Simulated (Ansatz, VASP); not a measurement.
SnGe2: VASP beside Ansatz

The input INCAR:

```
SYSTEM = SnGe2
ALGO = Fast
EDIFF = 1E-6
EDIFFG = -0.005
ENCUT = 600
IBRION = 2
ISIF = 3
ISMEAR = 0
LASPH = .True.
LCHARG = .False.
LREAL = .False.
LWAVE = .False.
NELM = 60
NSW = 100
PREC = Accurate
SIGMA = 0.1
```

Contents of KPOINTS:

```
k-points
0
Gamma
  12 12 12
  0 0 0
```

The input POSCAR:

```
SnGe2
1.0
    0.0000000000      3.3076649703      3.3076649703
    3.3076649703      0.0000000000      3.3076649703
    3.3076649703      3.3076649703      0.0000000000
Sn Ge
1 2
Direct
    0.0000000000      0.0000000000      0.0000000000
    0.7500000000      0.7500000000      0.7500000000
    0.2500000000      0.2500000000      0.2500000000
```

Input for Ansatz:

```yaml
crystal:
  lattice:
    - [0.0, 3.3076649671, 3.3076649671]
    - [3.3076649671, 0.0, 3.3076649671]
    - [3.3076649671, 3.3076649671, 0.0]
  atoms:
    - { symbol: Sn, position: [0.0, 0.0, 0.0] }
    - { symbol: Ge, position: [0.75, 0.75, 0.75] }
    - { symbol: Ge, position: [0.25, 0.25, 0.25] }
basis:
  ecutwfc: 420
kpoints:
  mp_grid: { grid: [12, 12, 12] }
hamiltonian:
  xc: lda
scf:
  occupations: { method: gaussian, width: 0.1 }
output:
  forces: true
  stress: true
  eigenvalues: true
relax:
  adjacent_minimum: "off"
  f_tol: 0.005
  max_steps: 80
  cell: { stress_tol: 0.05 }
```

The cell comes from a database or a generator and needn't be the stable form of this composition.

Alike in both runs: task relaxation of cell and atoms; functional LDA; k mesh 12 × 12 × 12; occupations gaussian, width 0.1 eV; no spin polarisation.

|  | VASP | Ansatz |
| --- | --- | --- |
| version | VASP 6.6.1 | Ansatz 0.2.0 |
| potentials or method | VASP PAW LDA potentials, release 64 (Sn_d, Ge_d) | scalar-relativistic, plane waves, PAW |
| plane-wave cutoff (eV) | 600 | 420 |
| valence electrons in the cell | 42 | 42 |

```csv
,VASP,Ansatz,Ansatz less VASP
"gap on the k mesh at the Fermi level, each at its own relaxed structure (eV)",none,none,-
relaxed volume (Å³/atom),24.19,24.13,-0.064
relaxed cell length with the largest relative difference (Å),4.682,4.678,-0.0041
```

A gap of «none» marks a metal or a gap that the smearing closes.
